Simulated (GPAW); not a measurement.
# CdS (Greenockite): single point with LDA

**The experiment to reproduce.**

“Isotope dependence of band-gap energy”, 2008, arxiv:0807.2152 quotes, for a bulk crystal of CdS: band gap 2.5809 ± 0.0002 eV.

Crystal: CdS (Greenockite).

```
Cd S
1.0
     4.15000    0.00000    0.00000
    -2.07500    3.59401    0.00000
     0.00000    0.00000    6.73700
Cd S
2 2
Direct
  0.66667 0.33333 0.50000
  0.33333 0.66667 0.00000
  0.66667 0.33333 0.87500
  0.33333 0.66667 0.37500
```

* Program: GPAW 26.7.0
* Task: single point
* Functional: LDA
* Potentials or basis: the program's PAW data sets (release 1.2.1) made for this functional
* Cutoff: 500 eV
* Basis: pw
* k mesh: 6 × 6 × 3
* Occupations: fermi-dirac, width 0.05 eV
* Spin: no spin polarisation

```
Pressure               : -3.6 GPa
Largest force          : 0.060 eV/Å
Band gap on the k mesh : 0.89 eV, direct
```

Forces on the atoms (eV/Å):
```
Cd   0.000  0.000 -0.060
Cd   0.000  0.000 -0.060
S    0.000  0.000  0.059
S    0.000  0.000  0.060
```

Stress tensor (GPa, compression positive):
```
-3.82  0.00  0.00
 0.00 -3.82  0.00
 0.00  0.00 -3.25
```

Levels at points of the mesh, in eV from the valence-band top:
```csv
k point,band 14,band 15,band 16,band 17,band 18,band 19,band 20,band 21,band 22,band 23
"(0.00, 0.00, 0.00)",-0.78,-0.78,-0.05,0.00,0.00,0.89,2.52,6.23,6.23,6.56
"(0.50, 0.50, 0.00)",-3.58,-2.70,-1.91,-1.34,-0.75,3.47,3.64,4.89,6.14,6.79
```

Wall time 21 s on 1 thread of Intel(R) Xeon(R) CPU @ 2.60GHz (Ice Lake) (shared host), peak memory 0.18 GiB.

A measured gap of CdS is 2.5809 eV (quoted in “Isotope dependence of band-gap energy”, 2008, arxiv:0807.2152); the calculated 0.89 eV misses it by -1.69 eV. So large a miss can be the level of theory's own, or it may mean another phase, state or a wrong row. Spin-orbit coupling on Cd is left out. The value is that of LDA, without temperature or zero-point motion. Semilocal functionals fall short of measured gaps as a rule.

Caveat: the cutoff is short for stress and forces, so pressures can be off by a GPa or more.
